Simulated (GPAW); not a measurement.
The system is PtS2.

```
Pt S
1.0
     3.54320    0.00000    0.00000
    -1.77160    3.06850    0.00000
     0.00000    0.00000    5.03880
Pt S
1 2
Direct
  0.00000 0.00000 0.00000
  0.66667 0.33333 0.77300
  0.33333 0.66667 0.22700
```

Base run:

```yaml
Program: GPAW 26.7.0
Functional: PBE
Potentials_or_basis: GPAW PAW data sets (gpaw-data 1.2.1)
Cutoff: 450 eV
Basis: pw
k_mesh: 7 × 7 × 4
Occupations: fermi-dirac, width 0.05 eV
Spin: no spin polarisation
```

Its results: band gap on the k mesh 0.81 eV, indirect (least direct gap 0.98 eV); pressure 11.5 GPa; largest force 1.291 eV/Å.

The run is repeated on the same cell with these changes: functional from PBE to LDA; potentials or basis from GPAW PAW data sets (gpaw-data 1.2.1) to the program's PAW data sets (release 1.2.1) made for this functional. What comes out?

Band gap on the k mesh 0.70 eV, indirect (least direct gap 0.86 eV); pressure 2.8 GPa; largest force 0.764 eV/Å.

Caveats: the cutoff is short for stress and forces, so pressures can be off by a GPa or more; spin-orbit coupling is left out, which moves the levels of the heavy elements; an odd mesh through Γ misses points on the zone boundary, where band edges often lie.
